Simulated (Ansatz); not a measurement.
# NaI in Ansatz: the effect of functional

Crystal: NaI.

```
I Na
1.0
     0.00000    3.27899    3.27899
     3.27899    0.00000    3.27899
     3.27899    3.27899    0.00000
I Na
1 1
Direct
  0.50000 0.50000 0.50000
  0.00000 0.00000 0.00000
```

The cell isn't the ideal one: volume scaled by 1.04.

Alike in all runs:

* Program: Ansatz 0.2.0
* Task: single point
* Potentials or basis: Ansatz PAW
* k mesh: 7 × 7 × 7
* Occupations: fermi-dirac, width 0.05 eV
* Spin: no spin polarisation

Q: One run gave: gap on the mesh 4.31 eV; pressure -0.7 GPa. Which functional did it use?
A. r2SCAN
B. PBEsol
C. LDA

A: A.

```csv
functional,cutoff,gap on the mesh (eV),pressure (GPa)
LDA,420 eV (not typed: the program's choice for these potentials),3.24,-2.1
PBEsol,420 eV (not typed: the program's choice for these potentials),3.42,-1.0
r2SCAN,500 eV (not typed: the program's choice for these potentials),4.31,-0.7
```

Caveats: odd divisions of the mesh miss points on the zone boundary, where band edges often lie, so the gap on the mesh can be too wide; spin-orbit coupling is left out, which moves the levels of the heavy elements; the PAW data sets come from PBE, with cores solved anew for the run's functional, which leaves a small shift of forces and pressure.

Runs at the PBE level aren't shown here.
